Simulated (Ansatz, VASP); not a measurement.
Ge: VASP beside Ansatz

Contents of INCAR:

```
SYSTEM = Ge
ALGO     = Normal         ! electronic algorithm
EDIFF    = 1E-7           ! SCF threshold, eV
ENCUT    = 520            ! plane-wave cutoff, eV
GGA      = PS             ! functional
ISIF     = 2              ! what is computed and relaxed
ISMEAR   = -1             ! smearing method
LASPH    = .TRUE.         ! aspherical terms in the spheres
LCHARG   = .FALSE.        ! write CHGCAR
LREAL    = .FALSE.        ! projectors in reciprocal space
LWAVE    = .FALSE.        ! write WAVECAR
NBANDS   = 36             ! bands
NELM     = 60             ! most SCF steps
PREC     = Accurate       ! precision mode
SIGMA    = 0.05           ! smearing width, eV
```

KPOINTS

```
k-points
0
G
  8 8 4
  0 0 0
```

POSCAR

```
Ge
1.0
    3.9975858431      0.0000000000      0.0000000000
   -1.9987929216      3.4620108940      0.0000000000
    0.0000000000      0.0000000000      6.5993779500
Ge
4
Direct
    0.3280340000      0.6648870000      0.9395880000
    0.6776310000      0.3391870000      0.4332960000
    0.3436270000      0.6705210000      0.5672550000
    0.6731280000      0.3269050000      0.0611730000
```

Contents of input.yaml:

```yaml
crystal:
  lattice:
    - [3.9975858431, 0.0, 0.0]
    - [-1.9987929216, 3.462010894, 0.0]
    - [0.0, 0.0, 6.59937795]
  atoms:
    - { symbol: Ge, position: [0.328034, 0.664887, 0.939588] }
    - { symbol: Ge, position: [0.677631, 0.339187, 0.433296] }
    - { symbol: Ge, position: [0.343627, 0.670521, 0.567255] }
    - { symbol: Ge, position: [0.673128, 0.326905, 0.061173] }
hamiltonian:
  xc: pbesol
  pseudopotentials: { kind: paw }
kpoints:
  mp_grid: { grid: [8, 8, 4] }
scf:
  occupations: { method: fermi_dirac, width: 0.05 }
output:
  forces: true
  stress: true
  eigenvalues: true
```

Change from the starting cell: atoms moved at random, drawn with an rms of 0.05 Å.

Alike in both runs: task single point; functional PBEsol; k mesh 8 × 8 × 4; occupations fermi-dirac, width 0.05 eV; no spin polarisation.

|  | VASP | Ansatz |
| --- | --- | --- |
| version | VASP 6.6.1 | Ansatz 0.2.0 |
| potentials or method | VASP PAW PBE potentials, release 64 (Ge_d) | Ansatz PAW |
| plane-wave cutoff (eV) | 520 | 420 |
| valence electrons in the cell | 56 | 56 |

|  | VASP | Ansatz | Ansatz less VASP |
| --- | --- | --- | --- |
| gap on the k mesh at the Fermi level (eV) | 0.09 | 0.10 | +0.003 |
| least direct gap on the mesh (eV) | 0.11 | 0.12 | +0.010 |
| pressure (GPa) | 0.0 | 0.0 | +0.03 |
| largest component of the traceless stress (GPa) | 0.72 | 0.72 | +0.005 |
| rms of the force components (eV/Å) | 0.300 | 0.301 | +0.0003 |

Atom by atom the forces differ by 0.001 eV/Å (rms over components). With one functional, cell and mesh, what is left measures potentials, basis and numerics.

Caveats: the PAW data sets were made with another functional, which shifts forces and pressure a little (VASP); the PAW data sets come from PBE, with cores solved anew for the run's functional, which leaves a small shift of forces and pressure (Ansatz). A k mesh can miss the band edges.
